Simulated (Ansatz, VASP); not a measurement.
Ba: VASP beside Ansatz

```
CELL_PARAMETERS angstrom
-2.50650 2.50650 2.50650
2.50650 -2.50650 2.50650
2.50650 2.50650 -2.50650
ATOMIC_POSITIONS crystal
Ba 0.00000 0.00000 0.00000
```

Alike in both runs: task single point; functional PBEsol; k mesh 8 × 8 × 8; occupations fermi-dirac, width 0.05 eV; no spin polarisation.

```csv
,VASP,Ansatz
version,VASP 6.6.1,Ansatz 0.2.0
potentials or method,"VASP PAW PBE potentials, release 64 (Ba_sv)",Ansatz PAW
plane-wave cutoff (eV),520,420
valence electrons in the cell,10,10
```

```csv
,VASP,Ansatz,Ansatz less VASP
gap on the k mesh at the Fermi level (eV),none,none,-
pressure (GPa),-0.7,-0.7,-0.06
```

A gap of «none» marks a metal or a gap that the smearing closes. With one functional, cell and mesh, what is left measures potentials, basis and numerics.

Caveats: the PAW data sets were made with another functional, which shifts forces and pressure a little (VASP); the PAW data sets come from PBE, with cores solved anew for the run's functional, which leaves a small shift of forces and pressure (Ansatz). Spin-orbit coupling is left out, which matters for the levels of Ba.
